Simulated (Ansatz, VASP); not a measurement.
W: VASP beside Ansatz

Contents of POSCAR:

```
W
1.0
   -1.5959048000      1.5959048000      1.5959048000
    1.5959048000     -1.5959048000      1.5959048000
    1.5959048000      1.5959048000     -1.5959048000
W
1
Direct
    0.0000000000      0.0000000000      0.0000000000
```

INCAR.step1

```
SYSTEM = W
PREC = Accurate
ENCUT = 520
ISMEAR = -1
SIGMA = 0.1
LREAL = .FALSE.
LASPH = .TRUE.
NELM = 60
NBANDS = 13
GGA = PE
ALGO = Normal
EDIFF = 1E-4
LWAVE = .TRUE.
LCHARG = .FALSE.
```

The input INCAR.step2:

```
SYSTEM = W
PREC = Accurate
ENCUT = 520
EDIFF = 1E-6
ISMEAR = -1
SIGMA = 0.1
LREAL = .FALSE.
LASPH = .TRUE.
NELM = 60
ALGO = Normal
ISIF = 2
LWAVE = .FALSE.
LCHARG = .FALSE.
METAGGA = R2SCAN
LMIXTAU = .TRUE.
NBANDS = 13
ISTART = 1
```

The input KPOINTS:

```
Automatic mesh
0
G
  15 15 15
  0 0 0
```

Input for Ansatz:

```yaml
crystal:
  lattice:
    - [-1.5959048, 1.5959048, 1.5959048]
    - [1.5959048, -1.5959048, 1.5959048]
    - [1.5959048, 1.5959048, -1.5959048]
  atoms:
    - { symbol: W, position: [0.0, 0.0, 0.0] }
  symmetry: { tolerance: 0.0003 }
kpoints:
  mp_grid: { grid: [15, 15, 15], shift: [0, 0, 0] }
  band_path:
    path:
      - [0.0, 0.0, 0.0]
      - [0.5, -0.5, 0.5]
      - [0.0, 0.0, 0.5]
      - [0.0, 0.0, 0.0]
      - [0.25, 0.25, 0.25]
      - [0.5, -0.5, 0.5]
      - [0.25, 0.25, 0.25]
      - [0.0, 0.0, 0.5]
    npoints: 8
magnetization:
  spin_polarized: false
scf:
  occupations: { method: fermi_dirac }
  lower_state_search: "off"
  max_iter: 200
hamiltonian:
  pseudopotentials: { kind: paw }
  xc: r2scan
basis:
  ecutwfc: 500
  fft_grid_basis: typed
output:
  forces: true
  stress: true
  eigenvalues: true
  bader: true
  populations: true
  elf: true
  write_potential: true
  volumetric_format: npy
  dos:
    e_range: [-12, 8]
    de: 0.05
    projected: { site_lists: { W: [W] } }
checkpoint:
  read: saved_state
```

Alike in both runs: task single point; functional r2SCAN; k mesh 15 × 15 × 15; no spin polarisation.

|  | VASP | Ansatz |
| --- | --- | --- |
| version | VASP 6.6.1 | Ansatz 0.2.0 |
| potentials or method | VASP PAW PBE potentials, release 64 (W_sv) | PAW plane waves |
| plane-wave cutoff (eV) | 520 | 500 |
| occupations | fermi-dirac, width 0.1 eV | fermi-dirac |
| valence electrons in the cell | 14 | 14 |

Ansatz gave:

```
pressure (GPa) : -6.6
```

Task: Estimate VASP's values.

Result: Pressure (GPa): -5.5.

Caveats: the PAW data sets were made with another functional, which shifts forces and pressure a little (VASP). Spin-orbit coupling is left out, which matters for the levels of W.
